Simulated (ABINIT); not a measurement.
# ZnSe (Stilleite) (F-43m) in ABINIT: further runs

One crystal, ZnSe (Stilleite), is run at these levels: LDA-VWN, LDA; tasks: band structure, equation of state.

Program: ABINIT 10.8.3 (patched build). These are calculated values, not measurements. Logs are shortened: lines on timing, memory, paths and dates and some standing lists are left out, and cuts for length are marked. The log counts tension as positive stress, the text compression.

**Experimental background.**

From “Alloy Disordering Effects on the Thermal Conductivity and Energy Gap Temperature Dependence of Cd1−xZnxSe Ternary Crystals Grown by the Bridgman Method”, 2023, pmc:10253836, for a bulk crystal of ZnSe at 300 K: band gap 2.695 ± 0.003 eV (an exciton energy, a little under the gap).

The runs below are set against these values where they give the same quantity.

## 1. The crystal as given

It takes space group F-43m (No. 216, cubic). The conventional cell has a = 5.668 Å, b = 5.668 Å, c = 5.668 Å, α = 90.00°, β = 90.00°, γ = 90.00°. Se (site symmetry -43m) is surrounded by 4 Zn at 2.45 Å. Around Zn (site symmetry -43m) lie 4 Se at 2.45 Å.

## 2. Band structure, LDA-VWN

File run.abi:

```
# Datasets: ground state, then fixed potential
ndtset 2

# Pseudopotentials
pp_dirpath "./"
pseudos "Se.LDA_PW-JTH.xml, Zn.LDA_PW-JTH.xml"

# Structure
acell 4.0075983931 4.0075983931 4.0075983931 Angstrom
rprim
     0.0000000000     0.7071067812     0.7071067812
     0.7071067812     0.0000000000     0.7071067812
     0.7071067812     0.7071067812     0.0000000000
ntypat 2
znucl 34 30
natom 2
typat 1 2
xred
     0.7500000000     0.7500000000     0.7500000000
     0.0000000000     0.0000000000     0.0000000000

# Plane-wave basis
ecut 20.0
pawecutdg 40.0

# Exchange and correlation
ixc -1007

# Bands and occupations
occopt 3
tsmear 0.05 eV

# SCF cycle
nstep 100

# Output
iomode 3
prtwf 0
prteig 0
prtebands 0
enunit 2
prtden1 1

# Dataset 1
kptopt1 1
ngkpt1 8 8 8
nshiftk1 1
shiftk1 0.0 0.0 0.0
nband1 13
tolvrs1 1.0e-9

# Dataset 2: bands along G-X-W-K-G-L-U-W-L-K
iscf2 -2
getden2 1
nband2 17
nbdbuf2 2
tolwfr2 1.0e-12
kptopt2 -9
ndivsm2 5
prteig2 1
prtvol2 -3
kptbounds2
     0.0000000000     0.0000000000     0.0000000000
     0.5000000000     0.0000000000     0.5000000000
     0.5000000000     0.2500000000     0.7500000000
     0.3750000000     0.3750000000     0.7500000000
     0.0000000000     0.0000000000     0.0000000000
     0.5000000000     0.5000000000     0.5000000000
     0.6250000000     0.2500000000     0.6250000000
     0.5000000000     0.2500000000     0.7500000000
     0.5000000000     0.5000000000     0.5000000000
     0.3750000000     0.3750000000     0.7500000000
```

Potentials or basis: JTH PAW LDA v2.0.

Started as:

```bash
> abinit run.abi > log 2>&1
```

run.abo:

```text
.Version 10.8.3 of ABINIT
 DATASET    1 : space group F-4 3 m (#216); Bravais cF (face-center cubic)
================================================================================
 Values of the parameters that define the memory need for DATASET  1.
     intxc =       0    ionmov =       0      iscf =      17    lmnmax =      18
     lnmax =       6     mgfft =      32  mpssoang =       3    mqgrid =    3001
     natom =       2  nloc_mem =       2    nspden =       1   nspinor =       1
    nsppol =       1      nsym =      24    n1xccc =       1    ntypat =       2
    occopt =       3   xclevel =       1
       mpw =        1329          nfft =       32768          nkpt =          29
 PAW method is used; the additional fine FFT grid is defined by:
   mgfftf=        45    nfftf =     91125
================================================================================
================================================================================

 DATASET    2 : space group F-4 3 m (#216); Bravais cF (face-center cubic)
================================================================================
 Values of the parameters that define the memory need for DATASET  2.
     intxc =       0    ionmov =       0      iscf =      -2    lmnmax =      18
     lnmax =       6     mgfft =      32  mpssoang =       3    mqgrid =    3001
     natom =       2  nloc_mem =       2    nspden =       1   nspinor =       1
    nsppol =       1      nsym =      24    n1xccc =       1    ntypat =       2
    occopt =       3   xclevel =       1
       mpw =        1331          nfft =       32768          nkpt =          87
 PAW method is used; the additional fine FFT grid is defined by:
   mgfftf=        45    nfftf =     91125
================================================================================
================================================================================

--------------------------------------------------------------------------------
------------- Echo of variables that govern the present computation ------------
--------------------------------------------------------------------------------
 -outvars: echo values of preprocessed input variables --------
            acell      7.5732633856E+00  7.5732633856E+00  7.5732633856E+00 Bohr
              amu      7.89600000E+01  6.53900000E+01
             ecut      2.00000000E+01 Hartree
           enunit           2
           getden1          0
           getden2          1
             iscf1         17
             iscf2         -2
              ixc       -1007
[... 972 lines left out ...]
   0.56519
 kpt#   3, nband= 17, wtk=  1.00000, kpt=  0.0714  0.0000  0.0714 (reduced coord)
  -0.40073   -0.15757   -0.15710   -0.15710   -0.14434   -0.14410    0.06222    0.08152
   0.08152    0.15179    0.28593    0.30578    0.30578    0.45924    0.47479    0.51474
   0.57015
 kpt#   4, nband= 17, wtk=  1.00000, kpt=  0.1071  0.0000  0.1071 (reduced coord)
  -0.39872   -0.15768   -0.15666   -0.15666   -0.14451   -0.14399    0.04467    0.07515
   0.07515    0.17100    0.27472    0.31575    0.31575    0.44442    0.48237    0.51814
   0.57866
 kpt#   5, nband= 17, wtk=  1.00000, kpt=  0.1429  0.0000  0.1429 (reduced coord)
[... 316 lines left out ...]
  -0.36737   -0.15396   -0.15154   -0.14588   -0.14363   -0.13589   -0.09231   -0.01490
   0.03344    0.22335    0.30486    0.37920    0.38053    0.45767    0.52346    0.60021
   0.64678
 kpt#  85, nband= 17, wtk=  1.00000, kpt=  0.4028  0.4028  0.6944 (reduced coord)
  -0.36601   -0.15398   -0.15087   -0.14621   -0.14359   -0.13521   -0.08972   -0.02380
   0.02859    0.22047    0.30641    0.38370    0.39742    0.44511    0.52050    0.63004
   0.66111
 kpt#  86, nband= 17, wtk=  1.00000, kpt=  0.3889  0.3889  0.7222 (reduced coord)
  -0.36492   -0.15406   -0.15030   -0.14653   -0.14349   -0.13460   -0.08861   -0.02818
   0.02431    0.21662    0.29971    0.39885    0.41293    0.43466    0.52201    0.64723
   0.68496
 kpt#  87, nband= 17, wtk=  1.00000, kpt=  0.3750  0.3750  0.7500 (reduced coord)
  -0.36429   -0.15419   -0.14989   -0.14691   -0.14334   -0.13437   -0.08870   -0.02778
   0.02083    0.21312    0.28826    0.41402    0.42498    0.43216    0.52966    0.64736
   0.71131
 Eigenvalues (   eV  ) for nkpt=  87  k points:
 kpt#   1, nband= 17, wtk=  1.00000, kpt=  0.0000  0.0000  0.0000 (reduced coord)
 -10.94920   -4.28496   -4.28496   -4.28496   -3.92379   -3.92379    2.37189    2.37189
   2.37189    3.40583    8.08836    8.08836    8.08836   12.06962   13.93257   13.93257
  15.33019
 kpt#   2, nband= 17, wtk=  1.00000, kpt=  0.0357  0.0000  0.0357 (reduced coord)
 -10.93790   -4.28558   -4.28223   -4.28223   -3.92461   -3.92303    2.13682    2.33217
   2.33217    3.65319    8.00418    8.14792    8.14792   12.19417   13.56397   13.95123
  15.37947
 kpt#   3, nband= 17, wtk=  1.00000, kpt=  0.0714  0.0000  0.0714 (reduced coord)
 -10.90438   -4.28776   -4.27486   -4.27486   -3.92762   -3.92109    1.69322    2.21824
   2.21824    4.13033    7.78058    8.32077    8.32077   12.49653   12.91956   14.00689
  15.51462
 kpt#   4, nband= 17, wtk=  1.00000, kpt=  0.1071  0.0000  0.1071 (reduced coord)
 -10.84964   -4.29076   -4.26285   -4.26285   -3.93240   -3.91805    1.21562    2.04502
   2.04502    4.65318    7.47559    8.59208    8.59208   12.09341   13.12609   14.09935
  15.74608
 kpt#   5, nband= 17, wtk=  1.00000, kpt=  0.1429  0.0000  0.1429 (reduced coord)
[... 317 lines left out ...]
   0.91003    6.07771    8.29575   10.31861   10.35473   12.45385   14.24402   16.33255
  17.59989
 kpt#  85, nband= 17, wtk=  1.00000, kpt=  0.4028  0.4028  0.6944 (reduced coord)
  -9.95954   -4.19004   -4.10543   -3.97860   -3.90727   -3.67923   -2.44132   -0.64750
   0.77798    5.99942    8.33797   10.44109   10.81442   12.11218   14.16342   17.14418
  17.98964
 kpt#  86, nband= 17, wtk=  1.00000, kpt=  0.3889  0.3889  0.7222 (reduced coord)
  -9.93004   -4.19211   -4.08992   -3.98740   -3.90464   -3.66261   -2.41119   -0.76686
   0.66139    5.89458    8.15559   10.85324   11.23638   11.82761   14.20455   17.61206
  18.63863
 kpt#  87, nband= 17, wtk=  1.00000, kpt=  0.3750  0.3750  0.7500 (reduced coord)
  -9.91272   -4.19575   -4.07872   -3.99772   -3.90056   -3.65637   -2.41352   -0.75581
   0.56680    5.79927    7.84407   11.26617   11.56437   11.75972   14.41278   17.61562
  19.35585

== END DATASET(S) ==============================================================
================================================================================

 -outvars: echo values of variables after computation  --------
            acell      7.5732633856E+00  7.5732633856E+00  7.5732633856E+00 Bohr
           etotal1    -7.4248109978E+01
            fcart1    -1.9641339700E-31 -1.9641339700E-31  5.8924019101E-31
                       1.9641339700E-31  1.9641339700E-31 -5.8924019101E-31
            rprim      0.0000000000E+00  7.0710678120E-01  7.0710678120E-01
                       7.0710678120E-01  0.0000000000E+00  7.0710678120E-01
                       7.0710678120E-01  7.0710678120E-01  0.0000000000E+00
           strten1     1.2747636893E-04  1.2747636893E-04  1.2747636893E-04
                       0.0000000000E+00  0.0000000000E+00  0.0000000000E+00
           xangst      4.2507000001E+00  4.2507000001E+00  4.2507000001E+00
                       0.0000000000E+00  0.0000000000E+00  0.0000000000E+00
             xred      7.5000000000E-01  7.5000000000E-01  7.5000000000E-01
                       0.0000000000E+00  0.0000000000E+00  0.0000000000E+00
 Calculation completed.
```

It took 84 s on 1 thread of Arm Neoverse V1, shared host; peak memory 0.11 GiB.

Results:

| Property | Result |
| --- | --- |
| Free energy | -2020.3940 eV |
| Band gap on the k mesh | 1.03 eV, direct |
| Valence electrons inside the program's atomic spheres | Se 4.02; Zn 10.79 |

Levels at the corners of the path, in eV from the valence-band top:
```
point  band 7  band 8  band 9  band 10  band 11  band 12
    Γ    0.00    0.00    0.00     1.03     5.72     5.72
    X   -4.83   -2.20   -2.20     2.81     3.31    10.50
    W   -4.75   -2.80   -2.70     5.35     5.44     6.83
    K   -4.79   -3.13   -1.81     3.43     5.47     8.89
    Γ    0.00    0.00    0.00     1.03     5.72     5.72
    L   -5.29   -0.87   -0.87     2.35     6.30     6.30
    U   -4.79   -3.13   -1.81     3.43     5.47     8.89
    W   -4.75   -2.80   -2.70     5.35     5.44     6.83
    L   -5.29   -0.87   -0.87     2.35     6.30     6.30
    K   -4.79   -3.13   -1.81     3.43     5.47     8.89
```

Caveat: the cutoff is too short for stress, so the log's stress isn't used.

## 3. Equation of state, LDA

File run.abi:

```
# Datasets: one volume each
ndtset 7
getwfk -1
scalecart1 3*0.9795861087
scalecart2 3*0.9864848297
scalecart3 3*0.9932883884
scalecart4 3*1.0000000000
scalecart5 3*1.0066227096
scalecart6 3*1.0131594038
scalecart7 3*1.0196128224

# Pseudopotentials
pp_dirpath "./"
pseudos "Se.LDA_PW-JTH.xml, Zn.LDA_PW-JTH.xml"

# Structure
acell 3*1.0
rprim
     0.0000000000     5.3551058920     5.3551058920
     5.3551058920     0.0000000000     5.3551058920
     5.3551058920     5.3551058920     0.0000000000
ntypat 2
znucl 34 30
natom 2
typat 1 2
xred
     0.7500000000     0.7500000000     0.7500000000
     0.0000000000     0.0000000000     0.0000000000

# Plane-wave basis
ecut 15.0
pawecutdg 30.0

# k points
kptopt 1
ngkpt 8 8 8
nshiftk 1
shiftk 0.0 0.0 0.0

# Exchange and correlation
ixc 7

# Bands and occupations
nband 13
occopt 3
tsmear 0.00183747

# SCF cycle
nstep 100
tolvrs 1.0e-9

# Output
iomode 3
prtwf 1
prtden 0
prteig 0
prtebands 0
enunit 2
```

Potentials or basis: JTH PAW LDA v2.0.

Started as:

```bash
> abinit run.abi > log 2>&1
```

Wall time 1.9 min (1 thread of Arm Neoverse V1, shared host); peak memory 0.12 GiB.

It converged, with:

* Equilibrium volume: 21.56 Å³/atom
* Bulk modulus: 71 GPa
* Pressure derivative of the bulk modulus: 4.4

Energy against volume, from the lowest point:
```
volume (Å³/atom)  energy (meV/atom)
          21.391               0.00
          21.846               0.48
          22.301               4.96
          22.757              12.97
          23.212              24.14
          23.667              38.15
          24.122              54.69
```

Caveat: the cutoff is too short for stress, so the log's stress isn't used; pressures at fixed basis lie under the slope of the energies.

## 4. How close it comes

Step 2. A measured gap of ZnSe is 2.695 eV (an exciton energy, a little under the gap; 300 K; “Alloy Disordering Effects on the Thermal Conductivity and Energy Gap Temperature Dependence of Cd1−xZnxSe Ternary Crystals Grown by the Bridgman Method”, 2023, pmc:10253836); the calculated 1.03 eV misses it by -1.66 eV. So large a miss can be the level of theory's own, or it may mean another phase, state or a wrong row. Spin-orbit coupling on Se is left out. The value is that of LDA-VWN, without temperature or zero-point motion. Semilocal functionals fall short of measured gaps as a rule.
